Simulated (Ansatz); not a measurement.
Write the native input for Ansatz 0.2.0 that does the following.

```
Task                : single point
Functional          : PBEsol
Potentials or basis : all-electron LAPW, scalar-relativistic
Cutoff              : 169 eV (chosen from the basis error)
Basis error allowed : 0.001 eV/atom
k mesh              : 9 × 9 × 3
Occupations         : fermi-dirac, width 0.05 eV
Spin                : no spin polarisation
```

The system is In.

```
CELL_PARAMETERS angstrom
3.36384 0.00000 0.00000
-1.68192 2.91317 0.00000
0.00000 0.00000 10.79971
ATOMIC_POSITIONS crystal
In 0.66667 0.33333 0.75000
In 0.00000 0.00000 0.50000
In 0.33333 0.66667 0.25000
In 0.00000 0.00000 0.00000
```

This isn't the form of In at room conditions, which is tetragonal.

The input as run:

input.yaml

```yaml
crystal:
  lattice:
    - [3.363843863, 0.0, 0.0]
    - [-1.6819219315, 2.9131742397, 0.0]
    - [0.0, 0.0, 10.79970836]
  atoms:
    - { symbol: In, position: [0.6666666667, 0.3333333333, 0.75] }
    - { symbol: In, position: [0.0, 0.0, 0.5] }
    - { symbol: In, position: [0.3333333333, 0.6666666667, 0.25] }
    - { symbol: In, position: [0.0, 0.0, 0.0] }
kpoints:
  mp_grid: { grid: [9, 9, 3] }
scf:
  occupations: { method: fermi_dirac, width: 0.05 }
hamiltonian:
  xc: pbesol
  pseudopotentials: { kind: all_electron, lapw: { basis_error: 0.001 } }
output:
  forces: true
  stress: true
  eigenvalues: true
  populations: true
```

Potentials or basis: all-electron LAPW, scalar-relativistic.

The run is started by

```console
$ ansatz run input.yaml --threads 2 --pin off --max-ram 8192MiB --backend cpu --events-out ev --progress --plain --runs-dir out
```

Results of the run:

* Pressure: -1.3 GPa
* Band gap on the k mesh: none (metal or under the smearing width)

It took 12 s on 2 threads of Arm Neoverse V1 (shared host), peak memory 0.41 GiB.
